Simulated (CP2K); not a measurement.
Runs of CP2K 2026.2 on C. It takes space group Fd-3m (No. 227, cubic). Conventional cell: a = 3.567 Å, b = 3.567 Å, c = 3.567 Å, α = 90.00°, β = 90.00°, γ = 90.00°. C (site symmetry -43m) has 4 C at 1.54 Å as nearest neighbours. This isn't the form of C at room conditions, which is graphite.

```tsv
level	potentials or basis	smearing	EPS_DEFAULT	NGRIDS	basis sets	potentials	points a segment of the path (NPOINTS)	gap on the mesh (eV)	pressure (GPa)
TB-mBJ	POTENTIAL_UZH C GTH-PBE-q4; TZVP-MOLOPT-PBE-GTH basis	fermi-dirac 0.0259 eV	1.0E-9	5	C TZVP-MOLOPT-PBE-GTH-q4	C GTH-PBE-q4 of POTENTIAL_UZH	6	4.53	-
r2SCAN	POTENTIAL_UZH C GTH-SCAN-q4; TZVP-MOLOPT-SCAN-GTH basis	fermi-dirac 0.05 eV	1.0E-10	5	C TZVP-MOLOPT-SCAN-GTH-q4	C GTH-SCAN-q4 of POTENTIAL_UZH	8	4.41	-2.9
LDA	GTH_POTENTIALS C GTH-PADE-q4; TZVP-MOLOPT-PBE-GTH basis	fermi-dirac 0.1 eV	1.0E-10	4	C TZVP-MOLOPT-PBE-GTH-q4	C GTH-PADE-q4 of GTH_POTENTIALS	8	4.53	(b)
PBEsol	POTENTIAL_UZH C GTH-PBE-q4; TZVP-MOLOPT-PBE-GTH basis	fermi-dirac 0.1 eV	1.0E-9	5	C TZVP-MOLOPT-PBE-GTH-q4	C GTH-PBE-q4 of POTENTIAL_UZH	8	4.40	0.5
PBE	POTENTIAL_UZH C GTH-PBE-q4; TZVP-MOLOPT-PBE-GTH basis	fermi-dirac 0.05 eV	1.0E-10	4	C TZVP-MOLOPT-PBE-GTH-q4	C GTH-PBE-q4 of POTENTIAL_UZH	8	4.54	(a)
```

Alike in all rows: task band structure; no spin polarisation; cell as given; k mesh 13 × 13 × 13.

Problem. Fill in the values left out.

Solution. (a) 3.8; (b) -11.1.

Caveats: the basis of atomic orbitals isn't converged, which shifts pressures, moduli and gaps; the potentials were made for another functional, which shifts forces and pressure (some runs); this is a model potential without an energy functional, so only levels have meaning (some runs).

